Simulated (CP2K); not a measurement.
A run of CP2K 2026.2 is set up as follows.

File snse2_bands.inp:

```
&GLOBAL
  PROJECT snse2_bands
  RUN_TYPE ENERGY_FORCE
  PRINT_LEVEL LOW
&END GLOBAL
&FORCE_EVAL
  METHOD QS
  STRESS_TENSOR ANALYTICAL
  &DFT
    BASIS_SET_FILE_NAME BASIS_MOLOPT_UZH
    POTENTIAL_FILE_NAME GTH_POTENTIALS
    &MGRID
      CUTOFF 450
      REL_CUTOFF 60
      NGRIDS 5
    &END MGRID
    &QS
      METHOD GPW
      EPS_DEFAULT 1.0E-9
    &END QS
    &KPOINTS
      SCHEME MONKHORST-PACK 8 8 5
      GAMMA_CENTERED T
      SYMMETRY T
      SYMMETRY_BACKEND SPGLIB
    &END KPOINTS
    &SCF
      SCF_GUESS ATOMIC
      EPS_SCF 1.0E-6
      MAX_SCF 100
      ADDED_MOS 12
      CHOLESKY OFF
      EPS_EIGVAL 1.0E-7
      &DIAGONALIZATION ON
        ALGORITHM STANDARD
      &END DIAGONALIZATION
      &MIXING ON
        METHOD BROYDEN_MIXING
        ALPHA 0.4
        BETA 1.5
        NBUFFER 8
      &END MIXING
      &SMEAR ON
        METHOD FERMI_DIRAC
        ELECTRONIC_TEMPERATURE [K] 300.557
      &END SMEAR
    &END SCF
    &XC
      &XC_FUNCTIONAL
        &LDA_X
        &END LDA_X
        &LDA_C_PW
        &END LDA_C_PW
      &END XC_FUNCTIONAL
    &END XC
    &PRINT
      &KPOINTS ON
      &END KPOINTS
      &MULLIKEN ON
      &END MULLIKEN
      &MO ON
        ENERGIES T
        OCCUPATION_NUMBERS T
        &EACH
          QS_SCF 0
        &END EACH
        ADD_LAST NUMERIC
      &END MO
      &BAND_STRUCTURE
        FILE_NAME bands.bs
        ADDED_MOS 2
        &KPOINT_SET
          UNITS B_VECTOR
          NPOINTS 10
          SPECIAL_POINT GAMMA 0.00000000 0.00000000 0.00000000
          SPECIAL_POINT M 0.50000000 0.00000000 0.00000000
          SPECIAL_POINT K 0.33333333 0.33333333 0.00000000
          SPECIAL_POINT GAMMA 0.00000000 0.00000000 0.00000000
          SPECIAL_POINT A 0.00000000 0.00000000 0.50000000
          SPECIAL_POINT L 0.50000000 0.00000000 0.50000000
          SPECIAL_POINT H 0.33333333 0.33333333 0.50000000
          SPECIAL_POINT A 0.00000000 0.00000000 0.50000000
        &END KPOINT_SET
        &KPOINT_SET
          UNITS B_VECTOR
          NPOINTS 10
          SPECIAL_POINT L 0.50000000 0.00000000 0.50000000
          SPECIAL_POINT M 0.50000000 0.00000000 0.00000000
        &END KPOINT_SET
        &KPOINT_SET
          UNITS B_VECTOR
          NPOINTS 10
          SPECIAL_POINT K 0.33333333 0.33333333 0.00000000
          SPECIAL_POINT H 0.33333333 0.33333333 0.50000000
        &END KPOINT_SET
      &END BAND_STRUCTURE
    &END PRINT
  &END DFT
  &SUBSYS
    &CELL
      ABC 3.8110000000 3.8110000000 6.1360000000
      ALPHA_BETA_GAMMA 90.0000000000 90.0000000000 120.0000000002
      PERIODIC XYZ
    &END CELL
    &COORD
      SCALED
      Sn  0.0000000000 0.0000000000 0.0000000000
      Se  0.6666666667 0.3333333333 0.7510000000
      Se  0.3333333333 0.6666666667 0.2490000000
    &END COORD
    &KIND Sn
      BASIS_SET TZVP-MOLOPT-PBE-GTH-q4
      POTENTIAL GTH-PADE-q4
    &END KIND
    &KIND Se
      BASIS_SET TZVP-MOLOPT-PBE-GTH-q6
      POTENTIAL GTH-PADE-q6
    &END KIND
    &PRINT
      &ATOMIC_COORDINATES ON
      &END ATOMIC_COORDINATES
      &CELL ON
      &END CELL
    &END PRINT
  &END SUBSYS
  &PRINT
    &FORCES ON
    &END FORCES
    &STRESS_TENSOR ON
    &END STRESS_TENSOR
  &END PRINT
&END FORCE_EVAL
```

Potentials or basis: GTH_POTENTIALS Sn GTH-PADE-q4, Se GTH-PADE-q6; TZVP-MOLOPT-PBE-GTH basis.

Run with:

```console
$ OMP_NUM_THREADS=2 cp2k.psmp -i snse2_bands.inp -o snse2_bands.out
```

Task: Estimate the largest force.

Result: 0.441 eV/Å.

Task: Predict the band gap along the path.

Result: 0.54 eV, indirect (least direct gap 0.83 eV).

Task: Predict the band gap on the k mesh.

Result: 0.63 eV, indirect (least direct gap 0.83 eV).

Forces in eV/Å, atoms in the order of the input:
```
Sn   0.000  0.000  0.000
Se   0.000  0.000 -0.441
Se   0.000  0.000  0.441
```

Caveat: spin-orbit coupling is left out, which moves the levels of the heavy elements; the mesh misses the band edges, which the band path finds closer together; the basis of atomic orbitals isn't converged, which shifts pressures, moduli and gaps.
